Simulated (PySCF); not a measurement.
## [C6H16N]+: core ionisation energies

Triethylammonium, C6H16N (charge +1).
Numbering: `[CH3:1][CH2:2][NH+:3]([CH2:4][CH3:5])[CH2:6][CH3:7]`

Structure used (PBE0-D3(BJ)/def2-SVP), in Å, numbered top down from 1:
```
atom  x, y, z in Å
C1     2.513   -0.212   -0.221
C2     1.360    0.182    0.671
N3     0.020   -0.030    0.022
C4    -1.044    0.836    0.635
C5    -0.966    2.273    0.175
C6    -0.374   -1.480    0.001
C7    -1.390   -1.796   -1.071
H8     2.514   -1.280   -0.482
H9     3.455   -0.010    0.309
H10    2.531    0.381   -1.149
H11    1.339   -0.392    1.610
H12    1.419    1.246    0.933
H13    0.116    0.266   -0.958
H14   -2.011    0.394    0.361
H15   -0.930    0.737    1.725
H16   -1.779    2.841    0.648
H17   -0.024    2.766    0.456
H18   -1.101    2.358   -0.914
H19   -0.742   -1.712    1.011
H20    0.547   -2.056   -0.158
H21   -1.007   -1.564   -2.077
H22   -2.347   -1.275   -0.927
H23   -1.605   -2.874   -1.048
```

Theory: PySCF 2.14.0, delta-SCF UKS SCAN, pcX-2 on the ionised atom, pcseg-1 elsewhere, spin-free X2C. Each binding energy is the total energy of the core-ionised species, with the hole localised on one atom, minus that of the ground state; both are solved self-consistently, so orbital relaxation is included.

**Question.** What binding energy does each computed site have?

**Answer.** 
```csv
atom(s),environment,level,binding energy (eV),above the level's lowest (eV),count
N3,ammonium nitrogen,N 1s,412.64,0.00,1
C2/C4/C6,sp3 carbon bound to nitrogen,C 1s,296.72,+1.46,3
C1/C5/C7,methyl carbon,C 1s,295.26,0.00,3
```

The listed C 1s values span 1.46 eV, from C1/C5/C7 (bonded to C and 3 H) to C2/C4/C6 (bonded to N, C and 2 H). Summing the Pauling electronegativity differences to the bonded atoms, each weighted by its formal bond order, gives -1.05 for the lowest site and -0.21 for the highest.

**Question.** Express the binding energy of C 1s of C1/C5/C7 in atomic units and per mole.

**Answer.** 295.26 eV = 10.8506 Eh = 28488 kJ/mol.

The first atom of each set that the bonding makes equivalent was ionised and stands for the set. The species carries charge +1, so core ionisation leaves charge +2. Geometry: PBE0-D3(BJ)/def2-SVP, one conformer, isolated ion.
